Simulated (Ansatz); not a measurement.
AlN in Ansatz: convergence with ecutfock ratio

Input of the first run (ecutfock ratio 1); the others differ in this setting and in those tied to it:

File input.yaml:

```yaml
crystal:
  lattice:
    - [3.113, 0.0, 0.0]
    - [-1.5565, 2.695937082, 0.0]
    - [0.0, 0.0, 4.981]
  atoms:
    - { symbol: Al, position: [0.6666666667, 0.3333333333, 0.5] }
    - { symbol: Al, position: [0.3333333333, 0.6666666667, 0.0] }
    - { symbol: "N", position: [0.6666666667, 0.3333333333, 0.88] }
    - { symbol: "N", position: [0.3333333333, 0.6666666667, 0.38] }
hamiltonian:
  xc: hse06
  pseudopotentials: { kind: paw }
kpoints:
  mp_grid: { grid: [5, 5, 3] }
scf:
  occupations: { method: cold, width: 0.05 }
  exx: { ecutfock_ratio: 1 }
output:
  forces: true
  stress: true
  eigenvalues: true
```

Potentials or basis: Ansatz PAW.

The run is started by

```bash
$ ansatz run input.yaml --threads 2 --pin off --max-ram 5632MiB --backend cpu --events-out ev --progress --plain --runs-dir out
```

Hardware: 2 threads of Intel(R) Xeon(R) Processor @ 2.50GHz (Skylake/Cascade Lake), on a shared host.

Q: The values tried are 1, 2, 3, 4, loosest first. From which on does the energy stay within 1 meV/atom of the tightest run that finished?

A: From 2 on.

```
ecutfock ratio  energy less the tightest run, at zero smearing (meV/atom)  SCF cycles  CPU time (s)  peak memory (GiB)
             1                                                       5.85          12            26               0.53
             2                                                       0.09          13            31               0.58
             3                                                       0.00          13            33               0.62
             4                                                       0.00          13            32               0.62
```

The tightest run that finished is the yardstick and may itself not be fully converged.

Caveat, for the tightest run too: the k mesh is coarse (spacing up to 0.47 Å⁻¹), so the values aren't converged, least of all with exact exchange; odd divisions of the mesh miss points on the zone boundary, where band edges often lie, so the gap on the mesh can be too wide.
